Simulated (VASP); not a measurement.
# Mn (P6_3/mmc) in VASP: settings compared, part 2 of 2

VASP 6.6.1.

## (3) Single point, PBEsol, collinear spin, ferromagnetic start

The input, run.py:

```python
from ase.calculators.vasp import Vasp
from ase.dft.bandgap import bandgap
from ase.io import read

atoms = read('Mn.cif')
atoms.set_initial_magnetic_moments([4.0, 4.0])
calc = Vasp(
    directory='calc',
    xc='pbesol',
    pp='PBE',
    setups='recommended',
    pp_version='54',
    prec='Accurate',
    encut=520,
    ediff=1e-06,
    ismear=0,
    sigma=0.02,
    lreal=False,
    lasph=True,
    nelm=150,
    algo='Fast',
    isif=2,
    lwave=False,
    lcharg=True,
    ispin=2,
    lorbit=11,
    lmaxmix=4,
    lelf=True,
    lvhar=True,
    kpts=[12, 12, 7],
    gamma=True,
    nbands=24,
)
atoms.calc = calc

print('energy (eV):', atoms.get_potential_energy())
print('free energy (eV):', atoms.get_potential_energy(force_consistent=True))
print('forces (eV/A):')
print(atoms.get_forces())
print('stress (eV/A^3, Voigt):', atoms.get_stress())
print('Fermi level (eV):', calc.get_fermi_level())
print('moment (muB):', atoms.get_magnetic_moment())
print('site moments (muB):', atoms.get_magnetic_moments())
gap, top, bottom = bandgap(calc)
print('band gap (eV):', gap, 'from (spin, k, band)', top, 'to', bottom)
```

The input, Mn.cif:

```cif
data_Mn
_cell_length_a 2.48364577
_cell_length_b 2.48364577
_cell_length_c 4.02619500
_cell_angle_alpha 90.00000000
_cell_angle_beta 90.00000000
_cell_angle_gamma 120.00000000
_space_group_name_H-M_alt 'P1'
_space_group_name_Hall 'P 1'
_space_group_IT_number 1
loop_
_space_group_symop_operation_xyz
'x,y,z'
loop_
_atom_site_label
_atom_site_type_symbol
_atom_site_symmetry_multiplicity
_atom_site_Wyckoff_symbol
_atom_site_fract_x
_atom_site_fract_y
_atom_site_fract_z
_atom_site_occupancy
Mn1 Mn 1 a 0.3333333333 0.6666666667 0.2500000000 1
Mn2 Mn 1 a 0.6666666667 0.3333333333 0.7500000000 1
```

Potentials or basis: VASP PAW PBE potentials, release 54 (Mn_pv).

Started as:

```sh
$ python run.py
```

Log:

```text
energy (eV): -19.38272693
free energy (eV): -19.38290864
forces (eV/A):
[[ 0. -0.  0.]
 [-0.  0.  0.]]
stress (eV/A^3, Voigt): [ 0.07242354  0.07242354  0.0742303  -0.         -0.          0.        ]
Fermi level (eV): 10.18852243
moment (muB): 0.0005423
site moments (muB): [0. 0.]
band gap (eV): 0.0 from (spin, k, band) (None, None, None) to (None, None, None)
```

OUTCAR:

```text
ENCUT = 520.000000
   EDIFF = 1.00e-06
   GGA = PS
   PREC = Accurate
   ISIF = 2
   ISMEAR = 0
   ISPIN = 2
   LORBIT = 11
   NELM = 150
   LASPH = .TRUE.
   LREAL = .FALSE.

 ion  position               nearest neighbor table
   1  0.333  0.667  0.250-   2 2.47   2 2.47   2 2.47   2 2.47   2 2.47   2 2.47
   2  0.667  0.333  0.750-   1 2.47   1 2.47   1 2.47   1 2.47   1 2.47   1 2.47

  LATTYP: Found a hexagonal cell.
 ALAT       =     2.4836457700
[... 1532 lines left out ...]

 POSITION                                       TOTAL-FORCE (eV/Angst)
 -----------------------------------------------------------------------------------
     -0.00000      1.43393      1.00655         0.000000     -0.000000      0.000000
      1.24182      0.71697      3.01965        -0.000000      0.000000      0.000000
 -----------------------------------------------------------------------------------
    total drift:                               -0.000000      0.000000     -0.000000

  FREE ENERGIE OF THE ION-ELECTRON SYSTEM (eV)
  ---------------------------------------------------
  free  energy   TOTEN  =       -19.3829086427 eV

  energy  without entropy=      -19.3825452098  energy(sigma->0) =      -19.38272693

 total charge

# of ion       s       p       d       tot
------------------------------------------
    1        0.429   6.405   5.155  11.989
    2        0.429   6.405   5.155  11.989
--------------------------------------------------
tot          0.859  12.809  10.310  23.978

 magnetization (x)

# of ion       s       p       d       tot
------------------------------------------
    1        0.000   0.000   0.000   0.000
    2        0.000   0.000   0.000   0.000
--------------------------------------------------
tot          0.000   0.000   0.000   0.000
```

INCAR:

```text
ENCUT = 520.000000
SIGMA = 0.020000
EDIFF = 1.00e-06
ALGO = Fast
GGA = PS
PREC = Accurate
ISIF = 2
ISMEAR = 0
ISPIN = 2
LMAXMIX = 4
LORBIT = 11
NBANDS = 24
NELM = 150
LASPH = .TRUE.
LCHARG = .TRUE.
LELF = .TRUE.
LVHAR = .TRUE.
LWAVE = .FALSE.
LREAL = .FALSE.
MAGMOM = 2*4.0000
```

Run time: 48 s. Hardware: 1 thread of Intel Xeon Platinum 8488C (Sapphire Rapids), shared host; peak memory 0.17 GiB.

Results:

```yaml
Free_energy: -19.3829 eV
Pressure: -11.7 GPa
Band_gap_on_the_k_mesh: none (metal or under the smearing width)
Net_moment: 0.00 μB per cell
Valence_electrons_inside_the_program's_atomic_spheres: Mn 11.99
```

Caveat: the starting moments collapsed, and a magnetic state may lie lower; the PAW data sets were made with another functional, which shifts forces and pressure a little.

## (4) Single point, PBE, collinear spin, ferromagnetic start

The input, INCAR:

```
  ALGO = Fast
  EDIFF = 1E-6
  ENCUT = 550
  GGA = PE
  ISIF = 2
  ISMEAR = 0
  ISPIN = 2
  LASPH = T
  LCHARG = F
  LMAXMIX = 4
  LORBIT = 11
  LREAL = F
  LWAVE = F
  MAGMOM = 4 4
  NELM = 150
  PREC = Accurate
  SIGMA = 0.1
```

The input, KPOINTS:

```
k-points
0
Gamma
  12 12 7
```

The input, POSCAR:

```
Mn
2.4836
    1.000018429095      0.000000000000      0.000000000000
   -0.500009214568      0.866041363867      0.000000000000
    0.000000000000      0.000000000000      1.621112497987
Mn
2
Direct
    0.3333333333      0.6666666667      0.2500000000
    0.6666666667      0.3333333333      0.7500000000
```

Potentials or basis: VASP PAW PBE potentials, release 64 (Mn_GW).

Started as:

```sh
$ cat potpaw_PBE.64/Mn_GW/POTCAR > POTCAR
$ mpirun -np 1 vasp_std > vasp.out
```

Run time: 91 s. Hardware: 1 thread of Intel Xeon Platinum 8375C at 2.90GHz (Ice Lake), shared host; peak memory 0.18 GiB.

It converged, with:

```
Free energy                                           : -17.8985 eV
Pressure                                              : -3.9 GPa
Band gap on the k mesh                                : none (metal or under the smearing width)
Net moment                                            : 0.00 μB per cell
Valence electrons inside the program's atomic spheres : Mn 6.47
```

Stress tensor (GPa, compression positive):
```
-3.65  0.00  0.00
 0.00 -3.65  0.00
 0.00  0.00 -4.25
```

Levels at points of the mesh, in eV from the Fermi level:
Spin up:
```csv
k point,band 4,band 5,band 6,band 7,band 8,band 9,band 10,band 11
"(0.00, 0.00, 0.00)",-0.94,-0.94,-0.47,-0.47,0.05,0.05,0.76,1.60
"(0.50, 0.00, 0.00)",-1.30,-1.14,-0.92,-0.42,1.81,1.94,2.02,3.58
```
Spin down:
| k point | band 3 | band 4 | band 5 | band 6 | band 7 | band 8 | band 9 | band 10 | band 11 | band 12 |
| --- | --- | --- | --- | --- | --- | --- | --- | --- | --- | --- |
| (0.00, 0.00, 0.00) | -0.97 | -0.94 | -0.94 | -0.47 | -0.47 | 0.05 | 0.05 | 0.76 | 1.60 | 1.60 |
| (0.50, 0.00, 0.00) | -3.65 | -1.30 | -1.14 | -0.92 | -0.42 | 1.81 | 1.94 | 2.02 | 3.58 | 5.68 |

Caveat: the starting moments collapsed, and a magnetic state may lie lower.
